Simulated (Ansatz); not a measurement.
The cell is a 2-atom cell of SnTe started from a crystallographic database; cell and atoms were relaxed with r2SCAN. Space group Fm-3m (No. 225), cubic; conventional cell a = 6.379 Å, 32.44 Å³ an atom. Around Sn lie 6 Te at 3.19 Å; around Te lie 6 Sn at 3.19 Å.

```cif
data_structure
_symmetry_space_group_name_H-M 'P 1'
_symmetry_Int_Tables_number 1
_cell_length_a 4.5104
_cell_length_b 4.5104
_cell_length_c 4.5104
_cell_angle_alpha 60.000
_cell_angle_beta 60.000
_cell_angle_gamma 60.000
_cell_volume 64.88
loop_
_atom_site_label
_atom_site_type_symbol
_atom_site_fract_x
_atom_site_fract_y
_atom_site_fract_z
_atom_site_occupancy
Sn1 Sn 0.00000 0.00000 0.00000 1
Te1 Te 0.50000 0.50000 0.50000 1
```

4 runs of Ansatz on this cell differ in the functional (and in the settings that go with it). Levels are in eV from each run's valence top; v1 is the last filled band, c1 the first empty one.

Run A, mean stress -0.1 GPa (compression positive):

| point | v4 | v3 | v2 | v1 | c1 | c2 |
| --- | --- | --- | --- | --- | --- | --- |
| Γ | -4.88 | -2.38 | -2.38 | -2.38 | 3.36 | 3.36 |
| X | -6.73 | -5.71 | -3.93 | -3.93 | 2.47 | 4.93 |
| U | -7.68 | -5.32 | -3.43 | -2.85 | 2.98 | 3.17 |
| L | -8.60 | -2.02 | -2.02 | 0.00 | 0.15 | 0.34 |
| W | -7.63 | -4.97 | -4.97 | -1.02 | 0.85 | 4.82 |

Run B, mean stress -0.2 GPa (compression positive):

| point | v4 | v3 | v2 | v1 | c1 | c2 |
| --- | --- | --- | --- | --- | --- | --- |
| Γ | -5.34 | -2.55 | -2.55 | -2.55 | 4.39 | 4.39 |
| X | -7.33 | -6.28 | -4.28 | -4.28 | 3.11 | 6.02 |
| U | -8.37 | -5.86 | -3.71 | -3.08 | 3.93 | 4.00 |
| L | -9.36 | -2.16 | -2.16 | 0.00 | 0.75 | 1.09 |
| W | -8.31 | -5.45 | -5.45 | -1.08 | 1.62 | 5.68 |

Run C, mean stress -0.3 GPa (compression positive):

| point | v4 | v3 | v2 | v1 | c1 | c2 |
| --- | --- | --- | --- | --- | --- | --- |
| Γ | -5.19 | -2.43 | -2.43 | -2.43 | 3.78 | 3.78 |
| X | -7.13 | -6.08 | -4.12 | -4.12 | 2.55 | 5.39 |
| U | -8.16 | -5.65 | -3.58 | -2.97 | 3.35 | 3.42 |
| L | -9.15 | -2.09 | -2.09 | 0.00 | 0.25 | 0.59 |
| W | -8.10 | -5.27 | -5.27 | -1.03 | 1.10 | 5.07 |

Run D, mean stress -2.9 GPa (compression positive):

| point | v4 | v3 | v2 | v1 | c1 | c2 |
| --- | --- | --- | --- | --- | --- | --- |
| Γ | -4.95 | -1.98 | -1.98 | -1.98 | 3.24 | 3.24 |
| X | -6.52 | -5.26 | -3.50 | -3.50 | 2.38 | 4.71 |
| U | -7.34 | -4.88 | -3.03 | -2.60 | 2.95 | 3.01 |
| L | -8.17 | -1.64 | -1.64 | 0.00 | 0.01 | 0.44 |
| W | -7.30 | -4.54 | -4.54 | -0.78 | 0.84 | 4.63 |

Problem. Match the runs to LDA, r2SCAN, HSE06, PBE0.

Solution. A is r2SCAN, B is PBE0, C is HSE06, D is LDA. In order of the gap: LDA 0.01, r2SCAN 0.15, HSE06 0.25, PBE0 0.75 eV.

(Simulation; spin polarisation is off.)

Spin-orbit coupling is left out, which matters wherever the heavy atoms make up the band edges.

The stress of a hybrid is loosely converged in these runs.

Gaps or overlaps of about a tenth of an eV are at the limit of these meshes: between the points read a gap can be smaller or closed.
